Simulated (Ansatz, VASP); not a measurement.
## HfN: VASP beside Ansatz

The input INCAR:

```
SYSTEM = HfN
ALGO     = Normal         ! electronic algorithm
EDIFF    = 1E-6           ! SCF threshold, eV
EDIFFG   = -0.03          ! ionic threshold
ENCUT    = 600            ! plane-wave cutoff, eV
GGA      = PS             ! functional
IBRION   = 2              ! ionic algorithm
ISIF     = 3              ! what is computed and relaxed
ISMEAR   = 1              ! smearing method
LASPH    = .TRUE.         ! aspherical terms in the spheres
LCHARG   = .FALSE.        ! write CHGCAR
LREAL    = .FALSE.        ! projectors in reciprocal space
LWAVE    = .FALSE.        ! write WAVECAR
NELM     = 80             ! most SCF steps
NSW      = 80             ! ionic steps
PREC     = Accurate       ! precision mode
SIGMA    = 0.1            ! smearing width, eV
```

KPOINTS

```
k-points
0
G
  11 11 11
  0 0 0
```

Contents of POSCAR:

```
HfN
1.0
    0.0000000000      2.4548220000      2.4548220000
    2.4548220000      0.0000000000      2.4548220000
    2.4548220000      2.4548220000      0.0000000000
Hf N
1 1
Direct
    0.0000000000      0.0000000000      0.0000000000
    0.7500000000      0.7500000000      0.7500000000
```

Input for Ansatz:

```yaml
crystal:
  lattice:
    - [0.0, 2.454822, 2.454822]
    - [2.454822, 0.0, 2.454822]
    - [2.454822, 2.454822, 0.0]
  atoms:
    - { symbol: Hf, position: [0.0, 0.0, 0.0] }
    - { symbol: "N", position: [0.75, 0.75, 0.75] }
basis:
  ecutwfc: 517.016338673772
kpoints:
  mp_grid:
    grid: [11, 11, 11]
hamiltonian:
  xc: pbesol
  dispersion: none
scf:
  occupations:
    method: cold
relax:
  f_tol: 0.03
  cell: {}
```

The cell comes from a database or a generator and needn't be the stable form of this composition.

Alike in both runs: task relaxation of cell and atoms; functional PBEsol; k mesh 11 × 11 × 11; no spin polarisation.

|  | VASP | Ansatz |
| --- | --- | --- |
| version | VASP 6.6.1 | Ansatz 0.2.0 |
| potentials or method | VASP PAW PBE potentials, release 64 (Hf_pv, N) | plane waves, PAW |
| plane-wave cutoff (eV) | 600 | 517 |
| occupations | methfessel-paxton of order 1, width 0.1 eV | cold |
| valence electrons in the cell | 15 | 31 |

```csv
,VASP,Ansatz,Ansatz less VASP
relaxed volume (Å³/atom),14.35,14.41,+0.059
relaxed cell length with the largest relative difference (Å),3.437,3.442,+0.0047
energy change over the relaxation (meV/atom),-8,-6,+2.5
```

The two sets of potentials don't hold the same shells in valence.

Caveats: the PAW data sets were made with another functional, which shifts forces and pressure a little (VASP). Spin-orbit coupling is left out, which matters for the levels of Hf.
